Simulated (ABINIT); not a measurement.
Here is an ABINIT 10.8.3 (patched build) calculation.

run.abi

```
# Pseudopotentials
pp_dirpath "./"
pseudos "Hg.upf, Se.upf"

# Structure
acell 3*1.0
rprim
     0.0000000000     5.9139386873     5.9139386873
     5.9139386873     0.0000000000     5.9139386873
     5.9139386873     5.9139386873     0.0000000000
ntypat 2
znucl 80 34
natom 2
typat 1 2
xred
     0.0000000000     0.0000000000     0.0000000000
     0.7500000000     0.7500000000     0.7500000000
chkprim 0
chksymtnons 0
tolsym 1.0e-6

# Plane-wave basis
ecut 43.0

# k points
kptopt 1
ngkpt 6 6 6
nshiftk 1
shiftk 0.0 0.0 0.0

# Exchange and correlation
ixc 11

# Bands and occupations
nband 22
occopt 3
tsmear 0.05 eV

# SCF cycle
nstep 100
tolvrs 1.0e-10

# Output
iomode 3
prtwf 0
prteig 0
prtebands 0
prtvol 2
prtden 1
prtvha 1
prtvclmb 1
prtpot 1
prtelf 1
```

Potentials or basis: PseudoDojo NC SR PBE v0.4.1 standard.

The run is started by

```bash
$ mpirun --bind-to none -np 4 abinit run.abi > log 2>&1
```

Task: What does it give for the band gap on the k mesh?

Result: None (metal or under the smearing width).

Task: Predict the pressure.

Result: 0.0 GPa.

Spin-orbit coupling is left out, which matters for the levels of Hg.
